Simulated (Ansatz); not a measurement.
N, DFT, PBEsol, PAW with Ansatz's default frozen-core files, scalar-relativistic (Ansatz 0.2.0), run on 1 thread of Arm Neoverse V1 on a shared host.

The geometry is COD entry 9012480, unchecked; take it as a test cell. The listed cell was then made from it by scaling, straining or moving an atom.

Command: `ansatz run input.yaml --threads 1 --pin off --max-ram 4096MiB --backend cpu --events-out ev --progress --plain --runs-dir out`

```yaml
crystal:
  lattice:
    - [5.649, -0.028245, -0.028245]
    - [-0.028245, 5.649, -0.028245]
    - [-0.028245, -0.028245, 5.649]
  atoms:
    - { symbol: "N", position: [0.03, 0.03, 0.03] }
    - { symbol: "N", position: [0.47, 0.97, 0.53] }
    - { symbol: "N", position: [0.53, 0.47, 0.97] }
    - { symbol: "N", position: [0.97, 0.53, 0.47] }
kpoints:
  mp_grid: { grid: [4, 4, 4] }
scf:
  occupations: { method: fermi_dirac, width: 0.02 }
hamiltonian:
  xc: pbesol
  pseudopotentials: { kind: paw }
output:
  forces: true
  stress: true
  eigenvalues: true
  efg: { contact_densities: true }
```

How large is the problem that the program sets up?

14 irreducible k-points, 3515 plane waves at Γ, 14 bands.

Estimate the wall time and the peak memory.

5.4 s of wall time for 10 SCF iterations, with a peak of 0.33 GiB. Times on shared machines scatter by tens of per cent.

And the same cell and mesh by crystal-made all-electron datasets, asked for forces, stress, eigenvalues, efg, on the same hardware?

6.5 s, peak memory 0.31 GiB.
